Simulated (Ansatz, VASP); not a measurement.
Si in VASP and in Ansatz

The input INCAR:

```
ALGO = Normal
EDIFF = 1E-6
ENCUT = 520
ISIF = 2
ISMEAR = 1
LASPH = T
LCHARG = F
LREAL = F
LWAVE = F
NBANDS = 11
NELM = 80
PREC = Accurate
SIGMA = 0.03
```

KPOINTS

```
k-points
0
Gamma
  10 10 10
```

File POSCAR:

```
Si
1.0
    0.0000000000      2.7016643793      2.7016643793
    2.7016643793      0.0000000000      2.7016643793
    2.7016643793      2.7016643793      0.0000000000
Si
2
Direct
    0.5000000000      0.5000000000      0.5000000000
    0.7500000000      0.7500000000      0.7500000000
```

Input for Ansatz:

```yaml
crystal:
  lattice:
    - [0.0, 2.7016643793, 2.7016643793]
    - [2.7016643793, 0.0, 2.7016643793]
    - [2.7016643793, 2.7016643793, 0.0]
  atoms:
    - { symbol: Si, position: [0.5, 0.5, 0.5] }
    - { symbol: Si, position: [0.75, 0.75, 0.75] }
hamiltonian:
  xc: lda
  pseudopotentials:
    kind: paw
    azcp:
      Si: "pseudopotentials/Si.paw.azcp"
basis:
  ecutwfc: 420
  fft_grid_basis: typed
kpoints:
  mp_grid: { grid: [10, 10, 10], shift: [0, 0, 0] }
magnetization:
  spin_polarized: false
scf:
  occupations: { method: methfessel_paxton, width: 0.03 }
  lower_state_search: "off"
output:
  stress: true
  write_density: true
  write_potential: true
  elf: true
  volumetric_format: npy
```

Alike in both runs: task single point; functional LDA; k mesh 10 × 10 × 10; occupations methfessel-paxton of order 1, width 0.03 eV; no spin polarisation.

|  | VASP | Ansatz |
| --- | --- | --- |
| version | VASP 6.6.1 | Ansatz 0.2.0 |
| potentials or method | VASP PAW LDA potentials, release 64 (Si) | plane waves (420 eV) with PAW, scalar-relativistic |
| plane-wave cutoff (eV) | 520 | 420 |
| valence electrons in the cell | 8 | 8 |

```tsv
	VASP	Ansatz	Ansatz less VASP
gap on the k mesh at the Fermi level (eV)	0.45	0.46	+0.002
pressure (GPa)	0.0	-0.1	-0.04
```

Ansatz warned: «pseudo_functional_mismatch».
